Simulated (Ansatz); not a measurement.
Te: pressure and energy above lowest point against volume per atom

Equation of state of a cubic crystal from periodic Kohn-Sham density functional theory without spin; pressure corrected for the finite basis. The results are calculated, by Ansatz 0.2.0 development build.

Cell of the first row (space group Fd-3m, No. 227):
```
CELL_PARAMETERS angstrom
0.00000 3.49530 3.49530
3.49530 0.00000 3.49530
3.49530 3.49530 0.00000
ATOMIC_POSITIONS crystal
Te 0.00000 0.00000 0.00000
Te 0.25000 0.25000 0.25000
```

Settings of every row: formula Te; structure type diamond; functional r2SCAN; spin treatment none; k mesh 8x8x8; occupation method fermi-dirac; occupation width 0.1 eV; wave cutoff 700 eV; datasets hard PAW; density cutoff ratio 4; xc grid level 2.

Limits: a cubic model structure, not a phase known at ambient conditions; modest k-mesh, values are not fully converged in k; pseudopotentials made with PBE, not this functional; the SCF threshold is loose for a stress in some rows; no spin-orbit coupling, which can matter with elements this heavy.

| row | volume per atom (Å³) | pressure (GPa) | energy above lowest point (meV/atom) |
| --- | --- | --- | --- |
| 1 | 42.701 | 2.184 | 18.89 |
| 2 | 44.094 | ? | ? |
| 3 | 45.486 | 0.102 | 0 |
| 4 | 46.878 | -0.711 | 2.74 |
| 5 | 48.271 | -1.402 | 12.01 |

Question: what pressure and energy above lowest point should row 2 give?

Worked fit of pressure. Take u = (V_r/V)^(2/3) − 1 with V_r = 46.182 Å³ an atom, which is twice the finite (Eulerian) strain; such expansions in the strain, on which the Birch-Murnaghan equation of state is built, carry the rest volume and the bulk modulus. The shown rows have u = 0.05363, 0.01018, -0.00992, -0.02906. Least squares give pressure = −0.3216 + 40.52 × u + 115.57 × u² GPa; a straight line predicts inner rows, each left out in turn, worse (root mean square 0.12 against 0.0024 GPa). The rows lie off it by 0.000, -0.001, 0.001, 0.000. The pressure vanishes at u = 0.0078, or V = 45.65 Å³ an atom, and there the bulk modulus at fixed shape and fractions is B = −V dP/dV = (2/3)(1 + u) dP/du = 28.4 GPa. The withheld row has u = 0.03132, so the fit gives −0.3216 + 40.52 × (0.03132) + 115.57 × (0.03132)² = 1.061 GPa.

The calculation gave 1.058 GPa. The fit lies 0.003 GPa (0.084 % of the column's range) above it; its largest miss of a shown row is 0.001 GPa.

Worked fit of energy above lowest point. Take u = (V_r/V)^(2/3) − 1 with V_r = 46.182 Å³ an atom, which is twice the finite (Eulerian) strain; such expansions in the strain, on which the Birch-Murnaghan equation of state is built, carry the rest volume and the bulk modulus. The shown rows have u = 0.05363, 0.01018, -0.00992, -0.02906. Least squares give energy above lowest point = 0.48 − 136.88 × u + 8952.2 × u² meV/atom; a straight line predicts inner rows, each left out in turn, worse (root mean square 9.3 against 0.042 meV/atom). The rows lie off it by 0.00, -0.01, 0.02, -0.01. Its lowest point lies at u = 0.0076, or V = 45.66 Å³ an atom, and the curvature there gives the bulk modulus at fixed shape and fractions, B = (4/9)(1 + u)² E″(u)/V = 28.4 GPa. The withheld row has u = 0.03132, so the fit gives 0.48 − 136.88 × (0.03132) + 8952.2 × (0.03132)² = 4.97 meV/atom.

The calculation gave 4.93 meV/atom. The fit lies 0.04 meV/atom (0.21 % of the column's range) above it; its largest miss of a shown row is 0.02 meV/atom.
